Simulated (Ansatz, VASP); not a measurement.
Two plane-wave programs on P

File POSCAR:

```
P
1.0
    3.4954760324      0.0000000000      0.0000000000
   -1.7477380162      3.0271710424      0.0000000000
    0.0000000000      0.0000000000      5.6733427193
P
2
Direct
    0.3333333333      0.6666666667      0.2500000000
    0.6666666667      0.3333333333      0.7500000000
```

Contents of INCAR.step1:

```
ALGO = Normal
EDIFF = 1E-4
ENCUT = 520
GGA = PE
ISMEAR = 0
LASPH = T
LCHARG = F
LREAL = F
LWAVE = T
NBANDS = 12
NELM = 80
PREC = Accurate
SIGMA = 0.1
```

INCAR.step2

```
ALGO = Normal
EDIFF = 1E-6
ENCUT = 520
ISIF = 2
ISMEAR = 0
ISTART = 1
LASPH = T
LCHARG = F
LMIXTAU = T
LREAL = F
LWAVE = F
METAGGA = R2SCAN
NBANDS = 12
NELM = 80
PREC = Accurate
SIGMA = 0.1
```

KPOINTS

```
k-points
0
Gamma
  6 6 4
```

Input for Ansatz:

```yaml
crystal:
  lattice:
    - [3.4954760324, 0.0, 0.0]
    - [-1.7477380162, 3.0271710424, 0.0]
    - [0.0, 0.0, 5.6733427193]
  atoms:
    - { symbol: P, position: [0.3333333333, 0.6666666667, 0.25] }
    - { symbol: P, position: [0.6666666667, 0.3333333333, 0.75] }
basis:
  ecutwfc: 500
kpoints:
  mp_grid: { grid: [6, 6, 4] }
hamiltonian:
  xc: r2scan
scf:
  occupations: { method: gaussian, width: 0.1 }
  lower_state_search: "off"
output:
  forces: true
  stress: true
  eigenvalues: true
```

Alike in both runs: task single point; functional r2SCAN; k mesh 6 × 6 × 4; occupations gaussian, width 0.1 eV; no spin polarisation.

|  | VASP | Ansatz |
| --- | --- | --- |
| version | VASP 6.6.1 | Ansatz 0.2.0 |
| potentials or method | VASP PAW PBE potentials, release 64 (P) | scalar-relativistic, plane waves, PAW |
| plane-wave cutoff (eV) | 520 | 500 |
| valence electrons in the cell | 10 | 10 |

|  | VASP | Ansatz | Ansatz less VASP |
| --- | --- | --- | --- |
| gap on the k mesh at the Fermi level (eV) | none | none | - |
| pressure (GPa) | -16.5 | -16.5 | 0.00 |
| largest component of the traceless stress (GPa) | 0.94 | 0.95 | +0.002 |

A gap of «none» marks a metal or a gap that the smearing closes.

Caveats: so large a pressure means that the cell lies far from this level's equilibrium, or that cutoff or potentials fall short (VASP); the potentials were made for another functional, which shifts forces and pressure (VASP).
